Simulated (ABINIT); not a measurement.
# BeTe (F-43m): G0W0 in ABINIT against the wavefunction cutoff in GW, part 2 of 2

Wanted: the cheapest wavefunction cutoff in GW that holds the gap of BeTe (F-43m).

ABINIT 10.8.3; LDA and many-body steps on it, plane waves. Known limits of the many-body steps: not at the basis limit; exchange with frozen shells missing; no spin-orbit coupling; coarse k mesh.

So far. Step 2 (Screening, 4×4×4 mesh, 27 bands, screening to 106.1 eV): Local fields lower ε∞ by 12 %. On a Γ-centred mesh this coarse the value itself is usually too large, while a short band sum pulls it down. Step 5 (19 Ha): The gap on the mesh goes from 1.77 eV to 3.05 eV, a correction of +1.27 eV.

The database entry behind the starting cell differs from later determinations by our own check (an axis about 1.5 % short against later determinations), so it need not match the best structure at ambient conditions.

### Step 6. Screening, 4×4×4 mesh, 27 bands, screening to 106.1 eV

This step: RPA screening on LDA, plane waves, norm-conserving pseudopotentials.

Input file run.abi:

```
acell 3*1.0 Angstrom
rprim 
  0.000000000000 2.770000000000 2.770000000000
  2.770000000000 0.000000000000 2.770000000000
  2.770000000000 2.770000000000 -0.000000000000
ntypat 2
znucl 4 52
natom 2
typat 1 2
xred 
  0.000000000000 0.000000000000 0.000000000000
  0.250000000000 0.250000000000 0.250000000000
pp_dirpath "pseudos"
pseudos "Be.upf, Te.upf"
ecut 38
ngkpt 4 4 4
nshiftk 1
shiftk 0 0 0
kptopt 1
chksymbreak 0
istwfk *1
occopt 1
irdwfk 1
optdriver 3
nband 27
ecuteps 3.9
inclvkb 2
awtr 1
symchi 1
ecutwfn 28.5
indata_prefix "in"
outdata_prefix "out"
tmpdata_prefix "tmp"
```

Command:

```
> OMP_NUM_THREADS=1 mpirun -n 4 abinit run.abi > log
```

The log of the run:

```text
.Version 10.8.3 of ABINIT. v10.8.2 released Aug 2026.

 Symmetries : space group F-4 3 m (#216); Bravais cF (face-center cubic)
[... echo of the input left out ...]
== DATASET  1 ==================================================================
-   mpi_nproc: 4, omp_nthreads: 1 (-1 if OMP is not activated)

--- !DatasetInfo
iteration_state: {dtset: 1, }
dimensions: {natom: 2, nkpt: 8, mband: 27, nsppol: 1, nspinor: 1, nspden: 1, mpw: 2120, }
cutoff_energies: {ecut:  28.5, pawecutdg:  -1.0, }
[...]
--------------------------------------------------------------------------------
[... chi0 elements left out ...]
 For q-point:  0.000010 0.000020 0.000030
  dielectric constant =   9.2729
  dielectric constant without local fields =  10.5656

  Average fulfillment of the sum rule on Im[epsilon] for q-point    1 :     28.54  [%]
[... wings left out ...]
  q-point number  2        q = ( 0.250000, 0.000000, 0.000000) [r.l.u.]
--------------------------------------------------------------------------------
[... chi0 elements left out ...]
  Average fulfillment of the sum rule on Im[epsilon] for q-point    2 :     48.44  [%]

 [... 6 further q-points ...]
```

The job ended after 3.5 s (4 MPI ranks of Arm Neoverse V2, shared host; peak memory 0.39 GiB; 14 s of CPU time).

This step gave:

* ε∞ with local fields, on this mesh, along the program's q direction: 9.273
* the same without local fields: 10.57
* plasma frequency: 25.47 eV
* plane waves in the screening matrix: 113

### Step 7. 28.5 Ha

This step: G0W0 on LDA, plane waves, norm-conserving pseudopotentials.

run.abi: that of step 6 with these lines changed.

```diff
@@ -23,8 +23,17 @@
 irdwfk 1
-optdriver 3
+optdriver 4
 nband 27
+gwcalctyp 0
+ecutsigx 28.5
+symsigma 1
+nkptgw 2
+kptgw 
+  0.0000000000 0.0000000000 0.0000000000
+  0.5000000000 0.5000000000 0.0000000000
+bdgw 
+  8 13
+  9 12
 ecuteps 3.9
-inclvkb 2
-awtr 1
-symchi 1
+irdscr 1
+ppmodel 1
 ecutwfn 28.5
```

The log of the run:

```text
.Version 10.8.3 of ABINIT. v10.8.2 released Aug 2026.

 Symmetries : space group F-4 3 m (#216); Bravais cF (face-center cubic)
[... echo of the input left out ...]
== DATASET  1 ==================================================================
-   mpi_nproc: 4, omp_nthreads: 1 (-1 if OMP is not activated)

--- !DatasetInfo
iteration_state: {dtset: 1, }
dimensions: {natom: 2, nkpt: 8, mband: 27, nsppol: 1, nspinor: 1, nspden: 1, mpw: 2120, }
cutoff_energies: {ecut:  28.5, pawecutdg:  -1.0, }
[...]
Band     E0 <VxcDFT>   SigX SigC(E0)      Z dSigC/dE  Sig(E)    E-E0       E
[...]
11   6.252  -9.265  -4.975  -3.214   0.820  -0.220  -8.384   0.882   7.133
       12   7.107  -9.974  -5.471  -3.238   0.814  -0.229  -8.945   1.029   8.136

== END DATASET(S) ==============================================================
================================================================================

 -outvars: echo values of variables after computation  --------
           etotal      0.0000000000E+00
            nband          27
             nkpt           8
          spgroup         216
 [... the other variables as echoed above ...]

 Calculation completed.
```

Wall time 2.2 s (4 MPI ranks); peak memory 0.12 GiB.

Numbers from this step:

```yaml
g0w0_gap_on_the_points_computed: 3.029 eV
starting_gap_on_the_mesh: 1.775 eV
k_of_the_valence_top: 0, 0, 0
k_of_the_conduction_bottom: 0.5, 0.5, 0
least_direct_g0w0_gap_on_the_computed_points: 5.216 eV
```

Against the run before, the gap moves by −0.017 eV.

### Step 8. Screening, 4×4×4 mesh, 27 bands, screening to 106.1 eV

This step: RPA screening on LDA, plane waves, norm-conserving pseudopotentials.

run.abi: that of step 7 with these lines changed.

```diff
@@ -23,18 +23,8 @@
 irdwfk 1
-optdriver 4
+optdriver 3
 nband 27
-gwcalctyp 0
-ecutsigx 28.5
-symsigma 1
-nkptgw 2
-kptgw 
-  0.0000000000 0.0000000000 0.0000000000
-  0.5000000000 0.5000000000 0.0000000000
-bdgw 
-  8 13
-  9 12
 ecuteps 3.9
-irdscr 1
-ppmodel 1
-ecutwfn 28.5
+inclvkb 2
+awtr 1
+symchi 1
 indata_prefix "in"
```

The log of the run:

```text
.Version 10.8.3 of ABINIT. v10.8.2 released Aug 2026.

 Symmetries : space group F-4 3 m (#216); Bravais cF (face-center cubic)
[... echo of the input left out ...]
== DATASET  1 ==================================================================
-   mpi_nproc: 4, omp_nthreads: 1 (-1 if OMP is not activated)

--- !DatasetInfo
iteration_state: {dtset: 1, }
dimensions: {natom: 2, nkpt: 8, mband: 27, nsppol: 1, nspinor: 1, nspden: 1, mpw: 3250, }
cutoff_energies: {ecut:  38.0, pawecutdg:  -1.0, }
[...]
--------------------------------------------------------------------------------
[... chi0 elements left out ...]
 For q-point:  0.000010 0.000020 0.000030
  dielectric constant =   9.2717
  dielectric constant without local fields =  10.5642

  Average fulfillment of the sum rule on Im[epsilon] for q-point    1 :     28.54  [%]
[... wings left out ...]
  q-point number  2        q = ( 0.250000, 0.000000, 0.000000) [r.l.u.]
--------------------------------------------------------------------------------
[... chi0 elements left out ...]
  Average fulfillment of the sum rule on Im[epsilon] for q-point    2 :     48.45  [%]

 [... 6 further q-points ...]
```

The job ended after 4.2 s (4 MPI ranks; peak memory 0.47 GiB).

Numbers from this step:

| Item | Value |
| --- | --- |
| ε∞ with local fields, on this mesh, along the program's q direction | 9.272 |
| the same without local fields | 10.56 |
| plasma frequency | 25.47 eV |
| plane waves in the screening matrix | 113 |

### Step 9. 38 Ha

This step: G0W0 on LDA, plane waves, norm-conserving pseudopotentials.

run.abi: that of step 8 with these lines changed.

```diff
@@ -23,8 +23,17 @@
 irdwfk 1
-optdriver 3
+optdriver 4
 nband 27
+gwcalctyp 0
+ecutsigx 38
+symsigma 1
+nkptgw 2
+kptgw 
+  0.0000000000 0.0000000000 0.0000000000
+  0.5000000000 0.5000000000 0.0000000000
+bdgw 
+  8 13
+  9 12
 ecuteps 3.9
-inclvkb 2
-awtr 1
-symchi 1
+irdscr 1
+ppmodel 1
 indata_prefix "in"
```

The log of the run:

```text
.Version 10.8.3 of ABINIT. v10.8.2 released Aug 2026.

 Symmetries : space group F-4 3 m (#216); Bravais cF (face-center cubic)
[... echo of the input left out ...]
== DATASET  1 ==================================================================
-   mpi_nproc: 4, omp_nthreads: 1 (-1 if OMP is not activated)

--- !DatasetInfo
iteration_state: {dtset: 1, }
dimensions: {natom: 2, nkpt: 8, mband: 27, nsppol: 1, nspinor: 1, nspden: 1, mpw: 3250, }
cutoff_energies: {ecut:  38.0, pawecutdg:  -1.0, }
[...]
Band     E0 <VxcDFT>   SigX SigC(E0)      Z dSigC/dE  Sig(E)    E-E0       E
[...]
11   6.252  -9.265  -4.980  -3.214   0.820  -0.220  -8.388   0.878   7.130
       12   7.107  -9.984  -5.491  -3.238   0.814  -0.228  -8.963   1.021   8.128

== END DATASET(S) ==============================================================
================================================================================

 -outvars: echo values of variables after computation  --------
           etotal      0.0000000000E+00
            nband          27
             nkpt           8
          spgroup         216
 [... the other variables as echoed above ...]

 Calculation completed.
```

Run time: 2.7 s. Hardware: 4 MPI ranks; peak memory 0.17 GiB.

Numbers from this step:

- G0W0 gap on the points computed: 3.026 eV
- starting gap on the mesh: 1.775 eV
- k of the valence top: 0, 0, 0
- k of the conduction bottom: 0.5, 0.5, 0
- least direct G0W0 gap on the computed points: 5.211 eV

Against the run before, the gap moves by −0.003 eV.

### Step 10. Side by side

Times are wall times on 4 MPI ranks of Arm Neoverse V2, shared host, good to a factor of about two. A run's time includes the screening step that it read.

```csv
run,mesh,bands,screening cutoff (eV),DFT gap (eV),gap on the mesh (eV),direct (eV),ε∞ used,time
11.4 Ha,4×4×4,27,106.1,1.775,3.035,5.224,9.30,4.6 s
19 Ha,4×4×4,27,106.1,1.775,3.046,5.234,9.30,5.5 s
28.5 Ha,4×4×4,27,106.1,1.775,3.029,5.216,9.27,5.8 s
38 Ha,4×4×4,27,106.1,1.775,3.026,5.211,9.27,6.9 s
```

### Step 11. Results

| Property | Result |
| --- | --- |
| 11.4 Ha | 3.035 eV |
| 19 Ha | 3.046 eV |
| 28.5 Ha | 3.029 eV |
| 38 Ha | 3.026 eV |
| known limits | not at the basis limit; exchange with frozen shells missing; no spin-orbit coupling; coarse k mesh |

**Reading.** The setting moved: wavefunction cutoff in GW. From 11.4 Ha to 38 Ha the gap moves by −0.01 eV. It holds to 0.03 eV from 11.4 Ha on. Bands and screening cutoff are coupled, so a series along one setting does not show full convergence. The exchange cutoff follows the wavefunction cutoff here. Bands and cutoff are finite, so the gap is not at the basis limit. The miss can reach some tenths of an eV and take either sign; the mesh is an error of its own. In the G0W0 runs levels were corrected at 2 k points alone, so a gap called «on the mesh» is the least over those, and an edge elsewhere would be missed. The 4×4×4 mesh is coarse for this cell, which bears on the long-range parts of exchange and screening. The norm-conserving file of at least one element keeps a d shell over frozen s and p shells of the same row. Exchange with those shells is missing from the self-energy, an error of 0.3 to 0.9 eV in cases checked, whose sign depends on which edge lies on those atoms. The many-body steps are scalar-relativistic: spin-orbit coupling is not in them.

[Paths, hosts, dates, memory and timing lines, banners, echoed tables and standing remarks are left out of the program output.]

[Logs are printed without paths, hosts, clocks, repeated set-up lines and the standing remarks that a program may print on its own settings, such as how far it seeks lower states.]

[Runs of the session that timed out or met a known fault of the program may be left out.]

[Hosts, paths, dates, database ids (printed as entryN), source tags and the programs' standing remarks are cut or masked in the printed files.]

[G0W0 gaps are taken among the corrected bands and points alone; a level outside them can change the order at an edge.]

[Where Ansatz stands beside ABINIT at settings called matched, ABINIT's density can come from a denser mesh and the files from another edition; pairs whose starting gaps differed by over 0.03 eV were left out, so agreement reads better than it is.]
